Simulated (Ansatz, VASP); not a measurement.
# ZnS in VASP and in Ansatz

File INCAR:

```
SYSTEM = ZnS
PREC = Accurate
ENCUT = 520
EDIFF = 1E-6
ISMEAR = -1
SIGMA = 0.01
LREAL = .False.
LASPH = .True.
NELM = 60
ALGO = Normal
ISIF = 2
LWAVE = .False.
LCHARG = .False.
GGA = PE
NBANDS = 16
```

Contents of KPOINTS:

```
regular mesh
0
Gamma
  8 8 8
  0 0 0
```

Contents of POSCAR:

```
ZnS
1.0
    0.0000000000      2.6587996169      2.6587996169
    2.6587996169      0.0000000000      2.6587996169
    2.6587996169      2.6587996169      0.0000000000
Zn S
1 1
Direct
    0.0000000000      0.0000000000      0.0000000000
    0.7500000000      0.7500000000      0.7500000000
```

Input for Ansatz:

```yaml
crystal:
  lattice:
    - [0.0, 2.6587996169, 2.6587996169]
    - [2.6587996169, 0.0, 2.6587996169]
    - [2.6587996169, 2.6587996169, 0.0]
  atoms:
    - { symbol: Zn, position: [0.0, 0.0, 0.0] }
    - { symbol: S, position: [0.75, 0.75, 0.75] }
kpoints:
  mp_grid: { grid: [8, 8, 8] }
scf:
  occupations: { method: fermi_dirac, width: 0.01 }
hamiltonian:
  xc: pbe
  pseudopotentials: { kind: all_electron, lapw: { basis_error: 0.00025 } }
output:
  forces: true
  stress: true
  eigenvalues: true
```

Change from the starting cell: volume scaled by 0.95.

Alike in both runs: task single point; functional PBE; k mesh 8 × 8 × 8; occupations fermi-dirac, width 0.01 eV; no spin polarisation.

|  | VASP | Ansatz |
| --- | --- | --- |
| version | VASP 6.6.1 | Ansatz 0.2.0 |
| potentials or method | VASP PAW PBE potentials, release 64 (Zn, S) | all-electron LAPW, scalar-relativistic |
| plane-wave cutoff (eV) | 520 | see its input |

|  | VASP | Ansatz | Ansatz less VASP |
| --- | --- | --- | --- |
| gap on the k mesh at the Fermi level (eV) | 2.33 | 2.32 | -0.004 |
| pressure (GPa) | 5.8 | 5.7 | -0.12 |

Ansatz ran all-electron here, so the differences hold the error of VASP's frozen core and of both bases.
